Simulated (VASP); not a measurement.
## TaS2: relaxation of cell and atoms with PBE

The system is TaS2.

```
CELL_PARAMETERS angstrom
3.35000 0.00000 0.00000
-1.67500 2.90119 0.00000
0.00000 0.00000 5.86000
ATOMIC_POSITIONS crystal
Ta 0.00000 0.00000 0.00000
S 0.66667 0.33333 0.75000
S 0.33333 0.66667 0.25000
```

- Program: VASP 6.6.1
- Task: relaxation of cell and atoms
- Functional: PBE
- Potentials or basis: VASP PAW PBE potentials, release 64 (Ta_pv, S)
- Cutoff: 600 eV
- k mesh: 9 × 9 × 5
- Occupations: fermi-dirac, width 0.05 eV
- Spin: no spin polarisation
- Further INCAR settings: ALGO = Fast; EDIFF = 1e-07; IBRION = 2; EDIFFG = -0.01; NSW = 60; ISIF = 3

The relaxed volume is 21.72 Å³/atom. The relaxed cell is a = 3.376 Å, b = 3.376 Å, c = 6.602 Å, α = 90.00°, β = 90.00°, γ = 120.00°, the space group after relaxing (to 0.05 Å) is P-3m1 (No. 164) and the energy gained by relaxing is 48.2 meV/atom. The ionic steps are 28, the pressure after relaxing is 0.0 GPa and the largest force after relaxing is 0.006 eV/Å. The band gap on the k mesh is none (metal or under the smearing width).

Forces in eV/Å, atoms in the order of the input:
```
Ta   0.000  0.000  0.000
S    0.000  0.000  0.006
S    0.000  0.000 -0.006
```

The path:
```
step  energy change (eV)  largest force (eV/Å)  pressure (GPa)  volume (Å³)
   1              0.0000                1.2421            9.19        56.95
   2              0.2435                1.9109          -12.49        66.39
   3             -0.1157                0.0928           -0.57        60.14
   4             -0.1159                0.0471           -0.25        60.01
   5             -0.1159                0.0246           -0.09        59.95
   6             -0.1222                0.0850            0.13        59.87
   7             -0.1241                0.1403            0.32        59.79
   8             -0.1267                0.1403            0.19        60.12
   9             -0.1328                0.1409           -0.19        61.12
  10             -0.1396                0.1326           -0.77        63.13
  11             -0.1413                0.0323           -0.10        63.09
  12             -0.1416                0.0188            0.24        63.08
  13             -0.1416                0.0255            0.29        63.07
  14             -0.1420                0.0285            0.34        63.19
  15             -0.1427                0.0376            0.50        63.53
  16             -0.1428                0.0594            0.85        64.20
  17             -0.1430                0.0522            0.72        63.94
  18             -0.1434                0.0255            0.55        64.13
  19             -0.1440                0.0501            0.05        64.71
  20             -0.1440                0.0542            0.03        64.73
  21             -0.1441                0.0494            0.01        64.79
  22             -0.1444                0.0357           -0.04        64.96
  23             -0.1445                0.0087           -0.14        65.30
  24             -0.1446                0.0177           -0.10        65.19
  25             -0.1446                0.0018            0.04        65.15
  26             -0.1446                0.0014            0.02        65.15
  27             -0.1446                0.0007            0.02        65.16
  28             -0.1446                0.0061            0.03        65.17
```

Final structure:
```
Ta S
1.0
     3.37600    0.00000    0.00000
    -1.68800    2.92370    0.00000
     0.00000    0.00000    6.60238
Ta S
1 2
Direct
  0.00000 0.00000 0.00000
  0.66667 0.33333 0.76744
  0.33333 0.66667 0.23256
```

Levels at points of the mesh, in eV from the Fermi level:
```csv
k point,band 9,band 10,band 11,band 12,band 13,band 14
"(0.00, 0.00, 0.00)",-1.90,-0.68,-0.68,0.18,0.18,0.19
```

It took 15 min on 1 thread of Intel(R) Xeon(R) Platinum 8488C (Sapphire Rapids) (shared host), peak memory 0.23 GiB.

Caveat: this functional lacks dispersion, which binds the layers, so the pressure and a relaxed spacing across them are unreliable; the volume moved by +14 % from the deposited cell, more than functionals usually miss. PBE usually gives volumes a little too large and moduli too small.
